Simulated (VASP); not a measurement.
Write the native input for VASP 6.6.1 that does the following.

- Task: relaxation of cell and atoms
- Functional: PBE
- Potentials or basis: VASP PAW PBE potentials, release 64 (C_GW)
- Cutoff: 900 eV
- k mesh: 13 × 13 × 8
- Occupations: fermi-dirac, width 0.05 eV
- Spin: no spin polarisation
- Further INCAR settings: ALGO = Fast; EDIFF = 1e-07; IBRION = 2; EDIFFG = -0.01; NSW = 40; ISIF = 3

The structure of C lies in POSCAR:

```
C
1.0
    2.1273203072     -1.2282824400      0.0000000000
    2.1273203072      1.2282824400      0.0000000000
   -1.3790696309      0.0000000000      3.5028300786
C
2
Direct
    0.1666444700      0.1666444700      0.9999069600
    0.8333555300      0.8333555300      0.0000930400
```

This is a stacking variant of graphite.

One way to write it, as run:

INCAR

```
SYSTEM = C
ALGO = Fast
EDIFF = 1E-7
EDIFFG = -0.01
ENCUT = 900
GGA = PE
IBRION = 2
ISIF = 3
ISMEAR = -1
LASPH = .True.
LCHARG = .False.
LREAL = .False.
LWAVE = .False.
NELM = 60
NSW = 40
PREC = Accurate
SIGMA = 0.05
```

KPOINTS

```
k-points
0
Gamma
  13 13 8
  0 0 0
```

Potentials or basis: VASP PAW PBE potentials, release 64 (C_GW).

Command:

```bash
$ cat potpaw_PBE.64/C_GW/POTCAR > POTCAR
$ mpirun -np 1 vasp_std > vasp.out
```

It gave:

```yaml
Relaxed_volume: 11.00 Å³/atom
Relaxed_cell: a = 2.466 Å, b = 2.466 Å, c = 4.406 Å, α = 106.00°, β = 106.00°, γ = 60.00°
Space_group_after_relaxing_to_0.05_Å: R-3m (No. 166)
Energy_gained_by_relaxing: 8.9 meV/atom
Ionic_steps: 34
Pressure_after_relaxing: 0.1 GPa
Largest_force_after_relaxing: 0.008 eV/Å
Band_gap_on_the_k_mesh: 1.35 eV, direct
```

Caveat: the volume moved by over 15 % at a fixed basis, so the end points are rough; an odd mesh through Γ misses points on the zone boundary, where band edges often lie; this functional lacks dispersion, which binds the layers, so the pressure and a relaxed spacing across them are unreliable, and here the layers came unbound.

Wall time 16 min on 1 thread of Intel(R) Xeon(R) Platinum 8488C (Sapphire Rapids) (shared host), peak memory 0.28 GiB.
